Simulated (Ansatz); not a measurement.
CoO under changes of volume

One of the cells (9.584 Å³/atom); the others are scaled copies at fixed shape and fractional positions:

```
Co O
1.0
    -1.50800    1.50800    2.10725
     1.50800   -1.50800    2.10725
     1.50800    1.50800   -2.10725
Co O
1 1
Direct
  0.00000 0.00000 0.00000
  0.50000 0.50000 0.00000
```

* Program: Ansatz 0.2.0
* Functional: PBE
* Potentials or basis: all-electron LAPW, scalar-relativistic
* Cutoff: 398 eV (chosen from the basis error)
* Basis error allowed: 0.0005 eV/atom
* k mesh: 12 × 12 × 12
* Occupations: fermi-dirac, width 0.05 eV
* Spin: collinear spin, ferromagnetic start
* Starting moments: [2.0, 0.0] μB

```tsv
volume (Å³/atom)	energy over the lowest point (meV/atom)	pressure (GPa)	moment (μB per cell)
9.009	19.18	10.6	2.65
9.201	?	?	?
9.392	2.13	3.4	2.86
9.584	0.00	0.0	2.91
9.776	2.00	-3.3	2.95
9.967	7.85	-6.4	2.97
```

Task: What does the run at 9.201 Å³/atom give?

Result: Energy over the lowest point 8.59 meV/atom; pressure 7.0 GPa; moment 2.77 μB per cell.

Worked out: A Birch-Murnaghan fit of order 3 (a polynomial in V^(-2/3)) to the other rows has its minimum at 9.59 Å³/atom with B0 = V·E''(V) = 170 GPa (rough, since the energies scatter) at fixed shape and positions, which overstates the stiffness. It gives 8.44 meV/atom at 9.201 Å³/atom, against the run's 8.59, and -dE/dV = 7.1 GPa, against 7.0. A parabola through the other rows of the moment, of slope 0.523 μB per Å³/atom there, gives 2.76 μB, against the run's 2.77.

Energies are extrapolated to zero smearing.

Caveats: a cell with one magnetic atom can't hold antiferromagnetic order, which such compounds often take.
